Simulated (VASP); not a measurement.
Runs of VASP 6.6.1 on BeSe. The structure is cubic, space group F-43m (No. 216). Conventional cell: a = 5.087 Å, b = 5.087 Å, c = 5.087 Å, α = 90.00°, β = 90.00°, γ = 90.00°. Be (site symmetry -43m) is surrounded by 4 Se at 2.20 Å. Se (site symmetry -43m) is surrounded by 4 Be at 2.20 Å. 

| task | cell | gap on the mesh (eV) | pressure (GPa) |
| --- | --- | --- | --- |
| relaxation of the atoms | atoms relaxed from: a relaxed cell with its volume scaled by 1.02 | 2.44 | -1.6 |
| relaxation of the atoms | atoms relaxed from: a relaxed cell with its volume scaled by 0.94 | (a) | 5.9 |
| relaxation of cell and atoms | relaxed | 2.40 | 0.0 |
| relaxation of the atoms | atoms relaxed from: a relaxed cell with its volume scaled by 0.96 | 2.31 | 3.7 |
| relaxation of the atoms | atoms relaxed from: a relaxed cell with its volume scaled by 1.04 | (b) | -3.0 |
| relaxation of the atoms | atoms relaxed from: a relaxed cell with its volume scaled by 1.06 | 2.52 | -4.4 |
| relaxation of the atoms | atoms relaxed from: a relaxed cell with its volume scaled by 0.98 | 2.35 | 1.8 |

Alike in all rows: level LDA; potentials or basis VASP PAW LDA potentials, release 64 (Be, Se); no spin polarisation; k mesh 10 × 10 × 10; cutoff (eV) 600; smearing gaussian 0.03 eV.

Problem. Estimate the missing entries.

Solution. (a) 2.25; (b) 2.48.

Caveats: the relaxation stopped at its first step, so nothing moved.

A k mesh can miss the band edges, and the runs leave out spin-orbit coupling on Se.

Runs at the PBE level aren't shown here.
